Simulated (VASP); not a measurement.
A run of VASP 6.6.1 is set up as follows.

INCAR

```
ALGO = Fast
EDIFF = 1E-6
ENCUT = 520
GGA = PE
ISIF = 2
ISMEAR = 0
LASPH = T
LCHARG = F
LREAL = F
LWAVE = F
NBANDS = 12
NELM = 100
PREC = Accurate
SIGMA = 0.15
```

KPOINTS

```
k-points
0
Gamma
  22 22 22
```

POSCAR

```
Zn
1.0
    0.0000000000      2.1344280041      1.6648538432
    2.1344280041      0.0000000000      1.6648538432
    2.1344280041      2.1344280041      0.0000000000
Zn
1
Direct
    0.0000000000      0.0000000000      0.0000000000
```

Potentials or basis: VASP PAW PBE potentials, release 64 (Zn).

Run with:

```console
$ cat potpaw_PBE.64/Zn/POTCAR > POTCAR
$ mpirun -np 1 vasp_std > vasp.out
```

Question: Predict the band gap on the k mesh.

Answer: None (metal or under the smearing width).

Question: Estimate the pressure.

Answer: 1.0 GPa.

Stress tensor (GPa, compression positive):
```
-0.42  0.00  0.00
 0.00 -0.42  0.00
 0.00  0.00  3.71
```
